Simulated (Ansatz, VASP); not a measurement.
**One calculation of MgS, two programs**

```xyz
2
Lattice="-0.0260 2.5886 2.5886 2.5886 -0.0260 2.5886 2.5886 2.5886 -0.0260" Properties=species:S:1:pos:R:3 pbc="T T T"
Mg    0.0000    0.0000    0.0000
S     2.5756    2.5756    2.5756
```

Change from the starting cell: equal xy, yz and zx shear strains of -1 %.

Alike in both runs: task single point; functional PBEsol; k mesh 10 × 10 × 10; occupations fermi-dirac, width 0.03 eV; no spin polarisation.

|  | VASP | Ansatz |
| --- | --- | --- |
| version | VASP 6.6.1 | Ansatz 0.2.0 |
| potentials or method | VASP PAW PBE potentials, release 64 (Mg, S), cutoff 520 eV | all-electron LAPW, scalar-relativistic |

```csv
,VASP,Ansatz,Ansatz less VASP
gap on the k mesh at the Fermi level (eV),2.61,2.61,0.000
pressure (GPa),-1.1,-1.0,+0.20
largest component of the traceless stress (GPa),0.53,0.53,0.000
```

Ansatz ran all-electron here, so the differences hold the error of VASP's frozen core and of both bases.

Caveats: the PAW data sets were made with another functional, which shifts forces and pressure a little (VASP). A k mesh can miss the band edges.
